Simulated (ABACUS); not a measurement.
Os:

```
Os
1.0
     0.00000    1.94500    1.94500
     1.94500    0.00000    1.94500
     1.94500    1.94500    0.00000
Os
1
Direct
  0.00000 0.00000 0.00000
```

This isn't the form of Os at room conditions, which is hcp.

- Program: ABACUS 3.10.1
- Task: single point
- Functional: PBE
- Potentials or basis: PseudoDojo NC SR 0.4.1 PBE standard
- Cutoff: 1361 eV
- Density cutoff: 5442 eV
- Basis: DZP LCAO (the cutoffs set its grid)
- k mesh: 12 × 12 × 12
- Occupations: fermi-dirac, width 0.05 eV
- Spin: no spin polarisation

On this cell: pressure -9.0 GPa; band gap on the k mesh none (metal or under the smearing width).

The same run follows on a disturbed copy (cell strained at random at fixed volume):

```
CELL_PARAMETERS angstrom
0.03202 1.94743 1.94431
1.93066 0.01867 1.95766
1.95368 1.98379 -0.00434
ATOMIC_POSITIONS crystal
Os 0.98977 0.99974 0.99869
```

What does the disturbed cell give?

The energy (extrapolated to zero smearing) moves by +15.5 meV/atom; pressure -8.6 GPa; band gap on the k mesh none (metal or under the smearing width).

Stress tensor (GPa, compression positive):
```
 -5.32  -9.16  -1.48
 -9.16 -10.24   2.69
 -1.48   2.69 -10.30
```

Caveats: the atomic orbitals were generated for these runs and aren't a published set; the basis of atomic orbitals isn't converged, which shifts pressures, moduli and gaps.
